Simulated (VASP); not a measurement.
Write the native input for VASP 6.6.1 that does the following.

```
Task                   : single point
Functional             : PBE
Potentials or basis    : VASP PAW PBE potentials, release 64 (Sr_sv, Cl)
Cutoff                 : 520 eV
k mesh                 : 6 × 6 × 6
Occupations            : gaussian, width 0.05 eV
Spin                   : no spin polarisation
Dipole correction      : no
Further INCAR settings : ALGO = Normal; EDIFF = 1e-06; NBANDS = 19
```

The structure of SrCl2 lies in POSCAR:

```
SrCl2
1.0
    0.0000000000      3.4680725000      3.4855000000
    3.5029275000      0.0000000000      3.4855000000
    3.5029275000      3.4680725000      0.0000000000
Sr Cl
1 2
Direct
    0.0000000000      0.0000000000      0.0000000000
    0.2500000000      0.2500000000      0.2500000000
    0.7500000000      0.7500000000      0.7500000000
```

The cell isn't the ideal one: strain +0.0050 x Voigt [1, -1, 0, 0, 0, 0], atoms carried along.

One way to write it, as run:

INCAR

```
SYSTEM = SrCl2
ALGO = Normal
EDIFF = 1E-6
ENCUT = 520
GGA = PE
ISIF = 2
ISMEAR = 0
LASPH = .True.
LCHARG = .False.
LREAL = .False.
LWAVE = .False.
NBANDS = 19
NELM = 60
PREC = Accurate
SIGMA = 0.05
```

KPOINTS

```
k-points
0
Gamma
  6 6 6
  0 0 0
```

Potentials or basis: VASP PAW PBE potentials, release 64 (Sr_sv, Cl).

Run with:

```console
$ cat potpaw_PBE.64/Sr_sv/POTCAR potpaw_PBE.64/Cl/POTCAR > POTCAR
$ mpirun -np 1 vasp_std > vasp.out
```

Results of the run:

```json
{
  "Pressure": "1.2 GPa",
  "Band gap on the k mesh": "5.31 eV, indirect (least direct gap 5.47 eV)"
}
```

Wall time 53 s on 1 thread of AMD EPYC 9R14 (Zen 4), on a shared host, peak memory 0.24 GiB.
